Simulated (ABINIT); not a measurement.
Here is an ABINIT 10.8.3 (patched build) calculation.

File run.abi:

```
# Pseudopotentials
pp_dirpath "./"
pseudos "Ga.upf, N.upf"

# Structure
acell 6.0224269985 6.0224269985 6.0224269985
rprim
     0.0000000000     0.7071067812     0.7071067812
     0.7071067812     0.0000000000     0.7071067812
     0.7071067812     0.7071067812     0.0000000000
ntypat 2
znucl 31 7
natom 2
typat 1 2
chkprim 0
chksymtnons 0
tolsym 1.0e-6
xred
            0.0            0.0            0.0
            1/4            1/4            1/4

# Plane-wave basis
ecut 36.0
ecutsm 0.5

# k points
kptopt 1
ngkpt 8 8 8
nshiftk 1
shiftk 0.0 0.0 0.0

# Exchange and correlation
ixc 7

# Bands and occupations
nband 13
occopt 3
tsmear 0.00183747

# SCF cycle
nstep 80
tolvrs 1.0e-12

# Output
iomode 3
prteig 0
prtebands 0
prtwf 0
prtden 0

# Relaxation
ionmov 22
optcell 2
ntime 50
tolmxf 2.0e-5
dilatmx 1.08
```

Potentials or basis: PseudoDojo NC SR LDA v0.4.1 standard.

Launch:

```bash
$ abinit run.abi > log 2>&1
```

(1) What does it give for the band gap on the k mesh?

Results:

(1) 2.01 eV, direct.
